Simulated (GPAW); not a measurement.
Crystal: Sn.

```
Sn
1.0
     0.00000    3.23334    3.23334
     3.23334    0.00000    3.23334
     3.23334    3.23334    0.00000
Sn
2
Direct
  0.75000 0.75000 0.75000
  0.50000 0.50000 0.50000
```

This isn't the form of Sn at room conditions, which is tetragonal (white tin).

Program: GPAW 26.7.0. Alike in all runs: cell as given; cutoff (eV) 600.

**Question.** Order these runs on this cell by their pressure, lowest first.
A. level PBE; potentials or basis GPAW PAW data sets (gpaw-data 1.2.1), pw; spin off; k mesh 7 × 7 × 7; smearing gaussian 0.011 eV
B. level PBEsol; potentials or basis PAW data sets generated in the run's folder for this functional, pw; spin SOC, no magnetisation; k mesh 5 × 5 × 5; smearing fermi-dirac 0.05 eV; band path GXWKGLUWLK,UX; band points 60; spin axis theta (degrees) 0; spin axis phi (degrees) 0; soc after scf second variation
C. level LDA; potentials or basis the program's PAW data sets (release 1.2.1) made for this functional, pw; spin off; k mesh 7 × 7 × 7; smearing fermi-dirac 0.05 eV; band path GXWKGLUWLK,UX; band points 60

**Answer.** C (-0.2 GPa), B (1.5 GPa), A (3.5 GPa).

Caveats: spin-orbit coupling was added after a scalar SCF, so levels and gaps hold it while energy, forces, pressure and moments don't (some runs).
